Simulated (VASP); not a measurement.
Here is a VASP 6.6.1 calculation.

Contents of INCAR:

```
PREC = Accurate ; ENCUT = 600
EDIFF = 1E-7 ; ISMEAR = 0
SIGMA = 0.03 ; LREAL = F
LASPH = T ; NELM = 80
ALGO = Normal ; ISIF = 3
LWAVE = F ; LCHARG = F
GGA = PS ; IBRION = 2
NSW = 90 ; EDIFFG = -0.005
KPAR = 2
```

File KPOINTS:

```
Automatic mesh
0
Gamma
  9 9 2
```

POSCAR

```
Te2Mo                                   
1.0
    3.4936289086      0.0000000000      0.0000000000
   -1.7468144543      3.0255713862      0.0000000000
    0.0000000000     -0.0000000000     14.0004570039
  Te              Mo            
     4     2
Direct
     0.3333333332999970    0.6666666667000030    0.6209003824382052
     0.6666666667000030    0.3333333332999970    0.1209003824382052
     0.3333333332999970    0.6666666667000030    0.8790996175617948
     0.6666666667000030    0.3333333332999970    0.3790996175617948
     0.3333333332999970    0.6666666667000030    0.2500000000000000
     0.6666666667000030    0.3333333332999970    0.7500000000000000
```

Potentials or basis: VASP PAW PBE potentials, release 64 (Te, Mo_sv).

Command:

```console
$ cat potpaw_PBE.64/Te/POTCAR potpaw_PBE.64/Mo_sv/POTCAR > POTCAR
$ mpirun -np 2 vasp_std > vasp.out
```

(1) Estimate the band gap on the k mesh.

Results:

(1) 0.78 eV, indirect (least direct gap 1.09 eV).

Caveat: the relaxation stopped at its first step, so nothing moved; spin-orbit coupling is left out, which moves the levels of the heavy elements; an odd mesh through Γ misses points on the zone boundary, where band edges often lie.
